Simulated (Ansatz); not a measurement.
A 2-atom cell of BaO started from a crystallographic database: a single-point calculation in Ansatz 0.2.0 (r2SCAN0). The geometry is the r2SCAN minimum.

```yaml
crystal:
  lattice:
    - [0.0, 2.7719428467, 2.7719428467]
    - [2.7719428467, 0.0, 2.7719428467]
    - [2.7719428467, 2.7719428467, 0.0]
  atoms:
    - { symbol: Ba, position: [0.0, 0.0, 0.0] }
    - { symbol: O, position: [0.5, 0.5, 0.5] }
kpoints:
  mp_grid: { grid: [6, 6, 6] }
  band_path:
    path:
      - [0.0, 0.0, 0.0]
      - [0.5, 0.0, 0.5]
      - [0.625, 0.25, 0.625]
      - [0.375, 0.375, 0.75]
      - [0.5, 0.5, 0.5]
      - [0.5, 0.25, 0.75]
      - [0.0, 0.5, 0.5]
    npoints: 1
hamiltonian:
  xc: r2scan0
scf:
  occupations: { method: fixed }
  n_extra_bands: 4
output:
  forces: true
  stress: true
  eigenvalues: true
```

Some lines of the output have been replaced by numbered gaps.
```
scf.n_extra_bands = 4 over 8 filled bands (N_el = 16.0): the run solves 12 bands
Functional definition: r2SCAN0
Crystal: 2 atoms, lattice volume = 42.597 Å³
Basis set: ecut = 500 eV, 1067 PW (Γ)
Symmetry: 48 space group operations
Space group: Fm-3m (ITA 225)
k-points: 16 of 216
[warm-up without exact exchange]
SCF 1 stopped early in 4 iterations: F = -6535.962338 eV  dr2 = 1.05e-4
[exact exchange on]
SCF 2 stopped early in 6 iterations: F = -6535.673117 eV  dr2 = 7.53e-7
hybrid outer 1: dexx = +5.173e-3 eV, tail = 6.97e-6 eV
SCF 3 converged in 3 iterations: F = -6535.673084 eV  dr2 = 8.64e-9
hybrid outer 2: dexx = +1.361e-7 eV, tail = 2.43e-8 eV, Δε = 1.01e-3 eV
Free energy (F): -6535.673084 eV
[1]
--- Stress (GPa, compression-positive) ---
       -1.000291       0.000000       0.000000
        0.000000      -1.000291       0.000000
        0.000000       0.000000      -1.000291
  P = ⅓ Tr σ = -1.0003 GPa (-10.003 kbar)
--- Band table (eV; the first three rows and the last of 16) ---
[2]
```

The rows of the band table are 0: (0, 0, 0) = Γ, 1: (0, 0, 1/6), 2: (0, 0, 1/3), 15: (1/6, -1/2, -1/3).

Task: Give the withheld lines. They hold the Fermi energy and the band table.

Result:
```
[1]
Fermi energy:    7.041464 eV
[2]
  k-point 0: bands = […, -3.8919, -3.8919, -3.8919, 6.5396, 6.5396, 6.5396, 13.0361, 14.2735, 14.2735, 14.2735]
  k-point 1: bands = […, -3.9796, -3.9209, -3.9209, 6.0520, 6.2256, 6.2256, 13.8373, 14.2460, 14.7767, 14.7767]
  k-point 2: bands = […, -4.1433, -3.9774, -3.9774, 5.2890, 5.6765, 5.6765, 14.0321, 16.0451, 16.0451, 16.3626]
  k-point 15: bands = […, -5.2872, -4.7992, -4.1302, 5.8571, 6.7637, 6.9105, 12.6197, 15.6318, 16.4535, 19.4536]
```
Only the leading digits can be foreseen; the rest is this run's record.

With r2SCAN0 the gap is 4.27 eV and direct, at X. At this geometry r2SCAN0 finds -1.0 GPa, compression counted positive: its own equilibrium volume is smaller. (The program warns that its thresholds are loose for a hybrid's stress.)

Command: `ansatz run input.yaml --threads 2 --pin off --max-ram 2211MiB --backend cpu --events-out ev --progress --plain --runs-dir out`. It took 53 s on 2 threads of Arm Neoverse V2 (shared host); peak host memory 1.6 GiB.

No spin polarisation and no zero-point or thermal motion.

The runs are scalar-relativistic, without spin-orbit coupling.

The meshes of the hybrids are coarse, so their gaps aren't converged to the digits shown.
